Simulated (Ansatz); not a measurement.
**SiNi: magnetic states**

Aim: for SiNi, compare magnetic states.

Method: DFT PBE+U, scalar-relativistic, plane waves, PAW, in Ansatz 0.2.0.

### Step 1. Starting point

It takes space group Pnma (No. 62, orthorhombic). The conventional cell has a = 5.173 Å, b = 3.338 Å, c = 5.605 Å, α = 90.00°, β = 90.00°, γ = 90.00°. Around Si (site symmetry m) lie 6 Ni at 2.28 to 2.40 Å. Around Ni (site symmetry m) lie 6 Si at 2.28 to 2.40 Å.

As a file:

```
Si Ni
1.0
     5.17310    0.00000    0.00000
     0.00000    3.33810    0.00000
     0.00000    0.00000    5.60490
Si Ni
4 4
Direct
  0.32128 0.75000 0.08250
  0.17872 0.25000 0.58250
  0.82128 0.75000 0.41750
  0.67872 0.25000 0.91750
  0.00779 0.25000 0.18752
  0.49221 0.75000 0.68752
  0.50779 0.25000 0.31248
  0.99221 0.75000 0.81248
```

The structure rests on an entry of the Crystallography Open Database; cell or positions may have been set otherwise for this series.

### Step 2. Single point: SiNi, no spin

input.yaml

```yaml
crystal:
  lattice:
    - [5.1731, 0.0, 0.0]
    - [0.0, 3.3381, 0.0]
    - [0.0, 0.0, 5.6049]
  atoms:
    - { symbol: Si, position: [0.32128, 0.75, 0.0825] }
    - { symbol: Si, position: [0.17872, 0.25, 0.5825] }
    - { symbol: Si, position: [0.82128, 0.75, 0.4175] }
    - { symbol: Si, position: [0.67872, 0.25, 0.9175] }
    - { symbol: Ni, position: [0.00779, 0.25, 0.18752] }
    - { symbol: Ni, position: [0.49221, 0.75, 0.68752] }
    - { symbol: Ni, position: [0.50779, 0.25, 0.31248] }
    - { symbol: Ni, position: [0.99221, 0.75, 0.81248] }
scf:
  occupations: { method: gaussian, width: 0.05 }
output: {}
hamiltonian:
  xc: pbe
  hubbard: { sites: [{ species: Ni, l: d, u_eff: 2.0 }] }
kpoints:
  mp_grid: { grid: [6, 9, 6] }
```

On the command line:

```
ansatz run input.yaml --threads 4 --pin off --max-ram 12288MiB --backend cpu --events-out ev --progress --plain --runs-dir out
```

Standard output (excerpt; [...] marks lines left out):

```text
Warning: RAYON_NUM_THREADS=4 ignored (pool sized by the plan → 4); use --threads N
Si: projections on atomic orbitals take those of the free atom [Ne] 3s2 3p2, of charge +0.00 (hamiltonian.pseudopotentials.projection_atoms); the dataset's partial waves leave at most 6.1e-8 of an orbital's norm unspanned inside its sphere
Ni: projections on atomic orbitals take those of the free atom [Ne] 3s2 3p6 3d8 4s2, of charge +0.00 (hamiltonian.pseudopotentials.projection_atoms); the dataset's partial waves leave at most 1.6e-6 of an orbital's norm unspanned inside its sphere
[...]
Pseudopotentials: kind: paw
Pseudopotential: Si, paw, valence charge 4, recommended cutoff 420 eV (normal), Si.paw.azcp
Pseudopotential: Ni, paw, valence charge 18, recommended cutoff 420 eV (normal), Ni.paw.azcp
Functional definition: PBE
[...]
Crystal: 8 atoms, lattice volume = 96.787 Å³
Basis set: ecut = 420 eV, 1905 PW (Γ)
Bands: 52, of which v1, the nominal top of the filled ones, is band 44 counted from 1 (43 counted from 0)
Symmetry: 8 space group operations
Space group: Pnma (ITA 62), of the structure as read, at distance tolerance 4.6e-5 Å
k-points: 80 of 324
[...]
SCF iter   1: F=—  HF=-25904.286883 eV  |F-HF|=—  |Δ(HF+E_count)|=         —  Δρ=1.27e-1  dr2=1.47e1  ethr=3.10e-3  ⟨swp⟩=7.0  Hψ=15804  notcnv=0  defer=7
[...]
SCF iter   9: F=-25902.303565 eV  HF=-25902.303565 eV  |F-HF|=4.97e-8  |Δ(HF+E_count)|=   2.00e-7  Δρ=9.39e-6  dr2=6.76e-8  ethr=1.14e-10  ⟨swp⟩=1.9  Hψ=12257  notcnv=0
[...]
SCF converged after 9 iterations
Free energy (F): -25902.303565 eV
[...]
E sigma→0 (E₀):  -25902.302405 eV
Entropy (-TS):   -0.002321 eV (-0.290 meV/atom)
Fermi energy:    14.573911 eV
[...]
Occupation matrices written to <dir>
```

Run time: 5.4 s. Hardware: 4 threads of Intel Xeon Platinum 8488C (Sapphire Rapids), shared host; peak memory 0.78 GiB.

### Step 3. Single point: moments ++++

input.yaml

```yaml
crystal:
  lattice:
    - [5.1731, 0.0, 0.0]
    - [0.0, 3.3381, 0.0]
    - [0.0, 0.0, 5.6049]
  atoms:
    - { symbol: Si, position: [0.32128, 0.75, 0.0825] }
    - { symbol: Si, position: [0.17872, 0.25, 0.5825] }
    - { symbol: Si, position: [0.82128, 0.75, 0.4175] }
    - { symbol: Si, position: [0.67872, 0.25, 0.9175] }
    - { symbol: Ni, position: [0.00779, 0.25, 0.18752], spin: 1.5 }
    - { symbol: Ni, position: [0.49221, 0.75, 0.68752], spin: 1.5 }
    - { symbol: Ni, position: [0.50779, 0.25, 0.31248], spin: 1.5 }
    - { symbol: Ni, position: [0.99221, 0.75, 0.81248], spin: 1.5 }
magnetization:
  spin_polarized: true
scf:
  occupations: { method: gaussian, width: 0.05 }
output:
  populations: true
hamiltonian:
  xc: pbe
  hubbard: { sites: [{ species: Ni, l: d, u_eff: 2.0 }] }
kpoints:
  mp_grid: { grid: [6, 9, 6] }
```

On the command line:

```
ansatz run input.yaml --threads 4 --pin off --max-ram 12288MiB --backend cpu --events-out ev --progress --plain --runs-dir out
```

Standard output (excerpt; [...] marks lines left out):

```text
[...]
SCF converged after 18 iterations
Magnetization: -0.0000 μB (44.0000 up, 44.0000 down)
Absolute magnetization: 0.0000 μB (∫|ρ↑−ρ↓|, with the PAW one-centre terms)
Spin contamination: 0.0000 ħ² per cell (⟨S²⟩ above its minimum at these occupations)
[...]
Free energy (F): -25902.303565 eV
[...]
E sigma→0 (E₀):  -25902.302405 eV
Entropy (-TS):   -0.002321 eV (-0.290 meV/atom)
Fermi energy:    14.573964 eV
[...]
--- Band table (eV; the first three rows and the last of 160) ---
[...]
Occupation matrices written to <dir>
--- Löwdin populations: 8 sites ---
  site symbol       q [e]    m [muB]
     0     Si      4.2179     0.0000
     1     Si      4.2179     0.0000
     2     Si      4.2179     0.0000
     3     Si      4.2179     0.0000
     4     Ni     17.5387    -0.0000
     5     Ni     17.5387    -0.0000
     6     Ni     17.5387    -0.0000
     7     Ni     17.5387    -0.0000
  spilling = 0.011063 (of n_electrons = 88.000000)
```

Run time: 45 s. Hardware: 4 threads of Intel Xeon Platinum 8488C (Sapphire Rapids), shared host; peak memory 1.7 GiB.

By site:

```
atom  Löwdin electrons
 Si1              4.22
 Si2              4.22
 Si3              4.22
 Si4              4.22
 Ni5             17.54
 Ni6             17.54
 Ni7             17.54
 Ni8             17.54
```

The Löwdin counts miss 0.97 of the 88 electrons, which the atomic orbitals do not span, so they are no charges.

### Step 4. Single point: moments ++−−

Edit input.yaml of step 3 so:

```diff
@@ -12,4 +12,4 @@
     - { symbol: Ni, position: [0.49221, 0.75, 0.68752], spin: 1.5 }
-    - { symbol: Ni, position: [0.50779, 0.25, 0.31248], spin: 1.5 }
-    - { symbol: Ni, position: [0.99221, 0.75, 0.81248], spin: 1.5 }
+    - { symbol: Ni, position: [0.50779, 0.25, 0.31248], spin: -1.5 }
+    - { symbol: Ni, position: [0.99221, 0.75, 0.81248], spin: -1.5 }
 magnetization:
```

On the command line:

```
ansatz run input.yaml --threads 4 --pin off --max-ram 12288MiB --backend cpu --events-out ev --progress --plain --runs-dir out
```

Standard output (excerpt; [...] marks lines left out):

```text
Warning: RAYON_NUM_THREADS=4 ignored (pool sized by the plan → 4); use --threads N
Si: projections on atomic orbitals take those of the free atom [Ne] 3s2 3p2, of charge +0.00 (hamiltonian.pseudopotentials.projection_atoms); the dataset's partial waves leave at most 6.1e-8 of an orbital's norm unspanned inside its sphere
Ni: projections on atomic orbitals take those of the free atom [Ne] 3s2 3p6 3d8 4s2, of charge +0.00 (hamiltonian.pseudopotentials.projection_atoms); the dataset's partial waves leave at most 1.6e-6 of an orbital's norm unspanned inside its sphere
[...]
[... 4 set-up lines as earlier in the session ...]
[...]
Crystal: 8 atoms, lattice volume = 96.787 Å³
Basis set: ecut = 420 eV, 1905 PW (Γ)
Bands: 57, of which v1, the nominal top of the filled ones, is band 44 counted from 1 (43 counted from 0)
Symmetry: 4 space group operations
[...]
WARN: the starting moments were not kept: the SCF closed with an absolute magnetisation of 7.5e-6 μB, where they sum to 6 μB in size (4 sites). That is at most 0.1 of that sum. Measured as dr2_m measures the in/out step, that magnetisation stands 1.5e-11 eV from none, at or under the [...]
SCF converged after 19 iterations
Magnetization: 0.0000 μB (44.0000 up, 44.0000 down)
Absolute magnetization: 0.0000 μB (∫|ρ↑−ρ↓|, with the PAW one-centre terms)
Spin contamination: 0.0000 ħ² per cell (⟨S²⟩ above its minimum at these occupations)
[...]
Free energy (F): -25902.303565 eV
[...]
E sigma→0 (E₀):  -25902.302405 eV
Entropy (-TS):   -0.002321 eV (-0.290 meV/atom)
Fermi energy:    14.573966 eV
[...]
--- Band table (eV; the first three rows and the last of 160) ---
[...]
Occupation matrices written to <dir>
--- Löwdin populations: 8 sites ---
  site symbol       q [e]    m [muB]
     0     Si      4.2179     0.0000
     1     Si      4.2179     0.0000
     2     Si      4.2179    -0.0000
     3     Si      4.2179    -0.0000
     4     Ni     17.5387     0.0000
     5     Ni     17.5387     0.0000
     6     Ni     17.5387    -0.0000
     7     Ni     17.5387    -0.0000
  spilling = 0.011063 (of n_electrons = 88.000000)
```

Run time: 1.8 min. Hardware: 4 threads of Intel Xeon Platinum 8488C (Sapphire Rapids), shared host; peak memory 1.7 GiB.

Per atom:

```
atom  Löwdin electrons
 Si1              4.22
 Si2              4.22
 Si3              4.22
 Si4              4.22
 Ni5             17.54
 Ni6             17.54
 Ni7             17.54
 Ni8             17.54
```

The Löwdin counts miss 0.97 of the 88 electrons, which the atomic orbitals do not span, so they are no charges.

### Step 5. Single point: moments +−+−

Edit input.yaml of step 4 so:

```diff
@@ -11,4 +11,4 @@
     - { symbol: Ni, position: [0.00779, 0.25, 0.18752], spin: 1.5 }
-    - { symbol: Ni, position: [0.49221, 0.75, 0.68752], spin: 1.5 }
-    - { symbol: Ni, position: [0.50779, 0.25, 0.31248], spin: -1.5 }
+    - { symbol: Ni, position: [0.49221, 0.75, 0.68752], spin: -1.5 }
+    - { symbol: Ni, position: [0.50779, 0.25, 0.31248], spin: 1.5 }
     - { symbol: Ni, position: [0.99221, 0.75, 0.81248], spin: -1.5 }
```

On the command line:

```
ansatz run input.yaml --threads 4 --pin off --max-ram 12288MiB --backend cpu --events-out ev --progress --plain --runs-dir out
```

Standard output (excerpt; [...] marks lines left out):

```text
Warning: RAYON_NUM_THREADS=4 ignored (pool sized by the plan → 4); use --threads N
Si: projections on atomic orbitals take those of the free atom [Ne] 3s2 3p2, of charge +0.00 (hamiltonian.pseudopotentials.projection_atoms); the dataset's partial waves leave at most 6.1e-8 of an orbital's norm unspanned inside its sphere
Ni: projections on atomic orbitals take those of the free atom [Ne] 3s2 3p6 3d8 4s2, of charge +0.00 (hamiltonian.pseudopotentials.projection_atoms); the dataset's partial waves leave at most 1.6e-6 of an orbital's norm unspanned inside its sphere
[...]
[... 4 set-up lines as earlier in the session ...]
[...]
Crystal: 8 atoms, lattice volume = 96.787 Å³
Basis set: ecut = 420 eV, 1905 PW (Γ)
Bands: 57, of which v1, the nominal top of the filled ones, is band 44 counted from 1 (43 counted from 0)
[... 1 set-up line as earlier in the session ...]
[...]
WARN: the starting moments were not kept: the SCF closed with an absolute magnetisation of 5.5e-6 μB, where they sum to 6 μB in size (4 sites). That is at most 0.1 of that sum. Measured as dr2_m measures the in/out step, that magnetisation stands 3.4e-12 eV from none, at or under the [...]
SCF converged after 19 iterations
Magnetization: -0.0000 μB (44.0000 up, 44.0000 down)
Absolute magnetization: 0.0000 μB (∫|ρ↑−ρ↓|, with the PAW one-centre terms)
Spin contamination: 0.0000 ħ² per cell (⟨S²⟩ above its minimum at these occupations)
[...]
Free energy (F): -25902.303565 eV
[...]
E sigma→0 (E₀):  -25902.302405 eV
Entropy (-TS):   -0.002321 eV (-0.290 meV/atom)
Fermi energy:    14.573964 eV
[...]
--- Band table (eV; the first three rows and the last of 160) ---
[...]
Occupation matrices written to <dir>
--- Löwdin populations: 8 sites ---
  site symbol       q [e]    m [muB]
     0     Si      4.2179    -0.0000
     1     Si      4.2179     0.0000
     2     Si      4.2179    -0.0000
     3     Si      4.2179     0.0000
     4     Ni     17.5387    -0.0000
     5     Ni     17.5387     0.0000
     6     Ni     17.5387    -0.0000
     7     Ni     17.5387     0.0000
  spilling = 0.011063 (of n_electrons = 88.000000)
```

It took 2.6 min on 4 threads of Intel Xeon Platinum 8488C (Sapphire Rapids), shared host; peak memory 1.7 GiB.

By site:

```
atom  Löwdin electrons
 Si1              4.22
 Si2              4.22
 Si3              4.22
 Si4              4.22
 Ni5             17.54
 Ni6             17.54
 Ni7             17.54
 Ni8             17.54
```

The Löwdin counts miss 0.97 of the 88 electrons, which the atomic orbitals do not span, so they are no charges.

### Step 6. Single point: moments +−−+

Edit input.yaml of step 5 so:

```diff
@@ -12,4 +12,4 @@
     - { symbol: Ni, position: [0.49221, 0.75, 0.68752], spin: -1.5 }
-    - { symbol: Ni, position: [0.50779, 0.25, 0.31248], spin: 1.5 }
-    - { symbol: Ni, position: [0.99221, 0.75, 0.81248], spin: -1.5 }
+    - { symbol: Ni, position: [0.50779, 0.25, 0.31248], spin: -1.5 }
+    - { symbol: Ni, position: [0.99221, 0.75, 0.81248], spin: 1.5 }
 magnetization:
```

On the command line:

```
ansatz run input.yaml --threads 4 --pin off --max-ram 12288MiB --backend cpu --events-out ev --progress --plain --runs-dir out
```

Standard output (excerpt; [...] marks lines left out):

```text
Warning: RAYON_NUM_THREADS=4 ignored (pool sized by the plan → 4); use --threads N
Si: projections on atomic orbitals take those of the free atom [Ne] 3s2 3p2, of charge +0.00 (hamiltonian.pseudopotentials.projection_atoms); the dataset's partial waves leave at most 6.1e-8 of an orbital's norm unspanned inside its sphere
Ni: projections on atomic orbitals take those of the free atom [Ne] 3s2 3p6 3d8 4s2, of charge +0.00 (hamiltonian.pseudopotentials.projection_atoms); the dataset's partial waves leave at most 1.6e-6 of an orbital's norm unspanned inside its sphere
[...]
[... 4 set-up lines as earlier in the session ...]
[...]
Crystal: 8 atoms, lattice volume = 96.787 Å³
Basis set: ecut = 420 eV, 1905 PW (Γ)
Bands: 57, of which v1, the nominal top of the filled ones, is band 44 counted from 1 (43 counted from 0)
[... 1 set-up line as earlier in the session ...]
[...]
WARN: the starting moments were not kept: the SCF closed with an absolute magnetisation of 6.0e-6 μB, where they sum to 6 μB in size (4 sites). That is at most 0.1 of that sum. Measured as dr2_m measures the in/out step, that magnetisation stands 7.7e-12 eV from none, at or under the [...]
SCF converged after 19 iterations
Magnetization: -0.0000 μB (44.0000 up, 44.0000 down)
Absolute magnetization: 0.0000 μB (∫|ρ↑−ρ↓|, with the PAW one-centre terms)
Spin contamination: 0.0000 ħ² per cell (⟨S²⟩ above its minimum at these occupations)
[...]
Free energy (F): -25902.303565 eV
[...]
E sigma→0 (E₀):  -25902.302405 eV
Entropy (-TS):   -0.002321 eV (-0.290 meV/atom)
Fermi energy:    14.573964 eV
[...]
--- Band table (eV; the first three rows and the last of 200) ---
[...]
Occupation matrices written to <dir>
--- Löwdin populations: 8 sites ---
  site symbol       q [e]    m [muB]
     0     Si      4.2179     0.0000
     1     Si      4.2179    -0.0000
     2     Si      4.2179    -0.0000
     3     Si      4.2179     0.0000
     4     Ni     17.5387    -0.0000
     5     Ni     17.5387     0.0000
     6     Ni     17.5387     0.0000
     7     Ni     17.5387    -0.0000
  spilling = 0.011063 (of n_electrons = 88.000000)
```

Run time: 1.8 min. Hardware: 4 threads of Intel Xeon Platinum 8488C (Sapphire Rapids), shared host; peak memory 1.7 GiB.

By site:

```
atom  Löwdin electrons
 Si1              4.22
 Si2              4.22
 Si3              4.22
 Si4              4.22
 Ni5             17.54
 Ni6             17.54
 Ni7             17.54
 Ni8             17.54
```

The Löwdin counts miss 0.97 of the 88 electrons, which the atomic orbitals do not span, so they are no charges.

### Step 7. Summary of results

```
step  volume (Å³/atom)  pressure (GPa)  energy above the lowest (meV/atom)  gap on the mesh (eV)     time
   2             12.10             n/a                                 0.0                   n/a    5.4 s
   3             12.10             n/a                                 0.0                  0.00     45 s
   4             12.10             n/a                                 0.0                  0.00  1.8 min
   5             12.10             n/a                                 0.0                  0.00  2.6 min
   6             12.10             n/a                                 0.0                  0.00  1.8 min
```

What this shows: All runs end in the same magnetic state. The starting moments died out in steps 3, 4, 5, 6.
